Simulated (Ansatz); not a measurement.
Density of states of a InP cell (a random packing of atoms, relaxed), per eV and atom, broadened by Gaussian smearing of width 0.1 eV and averaged over bins of 0.2 eV, from 8 eV under the Fermi level at most up to where the solved bands end.

Level of theory: DFT PBEsol, scalar-relativistic, plane waves, PAW in Ansatz.

Cutoff 420 eV; k points 5×5×5 on the computed 12-atom cell (Γ-centred); Gaussian smearing, width 0.10 eV; no spin polarisation.

```
In P
1.0
     6.49062   -0.02422    0.95663
    -0.08504    6.77470    0.80568
     0.95580    0.71595    7.17130
In P
6 6
Direct
  0.32668 0.94900 0.95596
  0.89954 0.64425 0.82336
  0.92878 0.77815 0.20246
  0.86426 0.24675 0.70628
  0.60169 0.49942 0.50267
  0.99752 0.30363 0.20988
  0.86066 0.93660 0.52779
  0.56597 0.25151 0.21590
  0.67027 0.02312 0.04277
  0.27131 0.24604 0.66879
  0.34308 0.04706 0.45956
  0.52319 0.83176 0.62641
```

```
E − E_F (eV) total P 3p In 5p In 5s P 3s
       -7.95  0.355  0.090  0.044  0.067  0.150
       -7.75  0.187  0.047  0.023  0.036  0.079
       -7.55  0.095  0.030  0.013  0.031  0.020
       -7.35  0.210  0.068  0.033  0.084  0.023
       -7.15  0.293  0.090  0.047  0.125  0.027
       -6.95  0.230  0.071  0.040  0.096  0.021
       -6.75  0.225  0.078  0.038  0.090  0.016
       -6.55  0.300  0.114  0.051  0.111  0.022
       -6.35  0.285  0.119  0.048  0.095  0.020
       -6.15  0.317  0.145  0.051  0.097  0.019
       -5.95  0.397  0.179  0.066  0.121  0.025
       -5.75  0.269  0.120  0.045  0.081  0.019
       -5.55  0.380  0.180  0.067  0.106  0.022
       -5.35  0.275  0.135  0.051  0.072  0.014
       -5.15  0.313  0.160  0.055  0.078  0.016
       -4.95  0.413  0.214  0.074  0.096  0.022
       -4.75  0.449  0.245  0.079  0.092  0.025
       -4.55  0.502  0.289  0.088  0.090  0.029
       -4.35  0.427  0.241  0.075  0.081  0.025
       -4.15  0.447  0.248  0.077  0.088  0.028
       -3.95  0.454  0.251  0.078  0.092  0.026
       -3.75  0.458  0.248  0.085  0.087  0.031
       -3.55  0.553  0.298  0.106  0.102  0.039
       -3.35  0.417  0.230  0.091  0.063  0.026
       -3.15  0.423  0.245  0.100  0.045  0.026
       -2.95  0.559  0.328  0.132  0.060  0.030
       -2.75  0.532  0.320  0.124  0.052  0.027
       -2.55  0.517  0.306  0.128  0.050  0.023
       -2.35  0.496  0.288  0.123  0.052  0.024
       -2.15  0.484  0.278  0.124  0.053  0.020
       -1.95  0.485  0.274  0.129  0.055  0.018
       -1.75  0.454  0.251  0.126  0.050  0.017
       -1.55  0.574  0.319  0.166  0.054  0.023
       -1.35  0.472  0.249  0.148  0.046  0.019
       -1.15  0.545  0.279  0.172  0.062  0.020
       -0.95  0.389  0.197  0.119  0.049  0.016
       -0.75  0.452  0.212  0.150  0.060  0.019
       -0.55  0.454  0.203  0.157  0.059  0.023
       -0.35  0.332  0.144  0.116  0.046  0.017
       -0.15  0.105  0.048  0.033  0.016  0.005
        0.05  0.088  0.026  0.036  0.015  0.008
        0.25  0.230  0.055  0.106  0.036  0.023
        0.45  0.390  0.101  0.181  0.056  0.035
        0.65  0.537  0.133  0.263  0.066  0.048
        0.85  0.360  0.090  0.176  0.045  0.030
        1.05  0.481  0.125  0.231  0.059  0.038
        1.25  0.498  0.129  0.238  0.059  0.041
        1.45  0.434  0.111  0.203  0.056  0.035
        1.65  0.503  0.140  0.221  0.066  0.039
        1.85  0.488  0.143  0.203  0.062  0.040
```

The columns after the total are the largest Löwdin projections on the valence shells of the potentials, so they needn't add up, and the weight of a shell that a potential lacks goes to other orbitals. The cell has a gap on the mesh of 0.09 eV.

An odd mesh misses points on the zone edge, so a gap read on it can be too wide.

Cost: 2 runs of about 11 core-minutes in all (earlier runs that led there not counted), on Arm Neoverse V2 (shared hosts).